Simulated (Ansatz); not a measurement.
Here is an Ansatz 0.2.0 calculation.

input.yaml

```yaml
crystal:
  lattice:
    - [0.0, 2.873958, 2.873958]
    - [2.873958, 0.0, 2.873958]
    - [2.873958, 2.873958, 0.0]
  atoms:
    - { symbol: Cd, position: [0.0, 0.0, 0.0] }
    - { symbol: Se, position: [0.5, 0.5, 0.5] }
hamiltonian:
  xc: pbesol
  pseudopotentials: { kind: paw }
kpoints:
  mp_grid: { grid: [6, 6, 6] }
scf:
  occupations: { method: fermi_dirac, width: 0.05 }
output:
  forces: true
  stress: true
elastic:
  mode: relaxed_ion
  stencil: two_point
```

Potentials or basis: Ansatz PAW.

Launch:

```console
$ ansatz run input.yaml --threads 2 --pin off --max-ram 5632MiB --backend cpu --events-out ev --progress --plain --runs-dir out
```

Task: Predict the elastic constants C11, C12, C44.

Result: 84, 34, 23 GPa.

Task: Estimate the Voigt bulk modulus.

Result: 51 GPa.

Task: Estimate the pressure.

Result: -3.8 GPa.

Task: What does it give for the band gap on the k mesh?

Result: None (metal or under the smearing width).

Elastic tensor in Voigt notation (GPa, in the Cartesian axes of the cell as first typed):
```
84 34 34  0  0  0
34 84 34  0  0  0
34 34 84  0  0  0
 0  0  0 23  0  0
 0  0  0  0 23  0
 0  0  0  0  0 23
```

Caveat: the cell is more than 3 GPa from zero pressure, which shifts response properties; elastic constants of metals need much finer meshes, so these are rough; the PAW data sets come from PBE, with cores solved anew for the run's functional, which leaves a small shift of forces and pressure.
